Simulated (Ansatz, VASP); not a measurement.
# HfN in VASP and in Ansatz

The input INCAR:

```
PREC = Accurate
ENCUT = 520
EDIFF = 1E-6
ISMEAR = 1
SIGMA = 0.1
LREAL = F
LASPH = T
NELM = 100
ALGO = Normal
ISIF = 2
LWAVE = F
LCHARG = F
NBANDS = 14
```

The input KPOINTS:

```
Automatic mesh
0
Gamma
  10 10 10
```

The input POSCAR:

```
HfN
1.0
    0.0000000000      2.5186098921      2.5186098921
    2.5186098921      0.0000000000      2.5186098921
    2.5186098921      2.5186098921      0.0000000000
Hf N
1 1
Direct
    0.0000000000      0.0000000000      0.0000000000
    0.7500000000      0.7500000000      0.7500000000
```

Input for Ansatz:

```yaml
crystal:
  lattice:
    - [0.0, 2.5186098920525333, 2.5186098920525333]
    - [2.5186098920525333, 0.0, 2.5186098920525333]
    - [2.5186098920525333, 2.5186098920525333, 0.0]
  atoms:
    - { symbol: Hf, position: [0.0, 0.0, 0.0] }
    - { symbol: "N", position: [0.75, 0.75, 0.75] }
basis:
  ecutwfc: 500.0
kpoints:
  mp_grid:
    grid: [10, 10, 10]
hamiltonian:
  xc: lda
  pseudopotentials:
    kind: paw
scf:
  occupations:
    method: methfessel_paxton
output:
  stress: true
```

The cell comes from a database or a generator and needn't be the stable form of this composition.

Alike in both runs: task single point; functional LDA; k mesh 10 × 10 × 10; no spin polarisation.

```csv
,VASP,Ansatz
version,VASP 6.6.1,Ansatz 0.2.0
potentials or method,"VASP PAW LDA potentials, release 64 (Hf_pv, N)","plane waves, PAW"
plane-wave cutoff (eV),520,500
occupations,"methfessel-paxton of order 1, width 0.1 eV",methfessel-paxton of order 1
valence electrons in the cell,15,31
```

VASP gave:

```
pressure (GPa) : -21.4
```

Which values does Ansatz return?

Pressure (GPa): -20.9.

The two sets of potentials don't hold the same shells in valence.

Caveats: so large a pressure means that the cell lies far from this level's equilibrium, or that cutoff or potentials fall short (VASP). The runs have no spin-orbit coupling, so splittings on Hf are missing.
